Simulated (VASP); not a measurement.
Set up this calculation in VASP 6.6.1, as the native input.

* Task: single point
* Functional: LDA
* Potentials or basis: VASP PAW LDA potentials, release 64 (In_d, O)
* Cutoff: 520 eV
* k mesh: 5 × 5 × 5
* Occupations: gaussian, width 0.01 eV
* Spin: no spin polarisation
* Dipole correction: no
* Further INCAR settings: ALGO = Fast; EDIFF = 1e-06; NBANDS = 55

The structure of In2O3 lies in POSCAR:

```
In2O3
1.0
    2.7250866935      1.5733295326      4.8042048418
   -2.7250866935      1.5733295326      4.8042048418
    0.0000000000     -3.1466590751      4.8042048418
In O
4 6
Direct
    0.3573100000      0.3573100000      0.3573100000
    0.1426900000      0.1426900000      0.1426900000
    0.6426900000      0.6426900000      0.6426900000
    0.8573100000      0.8573100000      0.8573100000
    0.5480000000      0.9520000000      0.2500000000
    0.2500000000      0.5480000000      0.9520000000
    0.9520000000      0.2500000000      0.5480000000
    0.4520000000      0.0480000000      0.7500000000
    0.7500000000      0.4520000000      0.0480000000
    0.0480000000      0.7500000000      0.4520000000
```

One way to write it, as run:

INCAR

```
PREC = Accurate
ENCUT = 520
EDIFF = 1E-6
ISMEAR = 0
SIGMA = 0.01
LREAL = F
LASPH = T
NELM = 100
ALGO = Fast
ISIF = 2
LWAVE = F
LCHARG = F
NBANDS = 55
```

KPOINTS

```
Automatic mesh
0
Gamma
  5 5 5
```

Potentials or basis: VASP PAW LDA potentials, release 64 (In_d, O).

Command:

```sh
$ cat potpaw_LDA.64/In_d/POTCAR potpaw_LDA.64/O/POTCAR > POTCAR
$ mpirun -np 1 vasp_std > vasp.out
```

Results of the run:

```yaml
Pressure: 1.1 GPa
Largest_force: 0.184 eV/Å
Band_gap_on_the_k_mesh: 1.34 eV, indirect (least direct gap 1.37 eV)
```

Caveat: spin-orbit coupling is left out, which moves the levels of the heavy elements; an odd mesh through Γ misses points on the zone boundary, where band edges often lie.

Wall time 4.6 min on 1 thread of Intel(R) Xeon(R) Platinum 8488C (Sapphire Rapids) (shared host), peak memory 0.29 GiB.
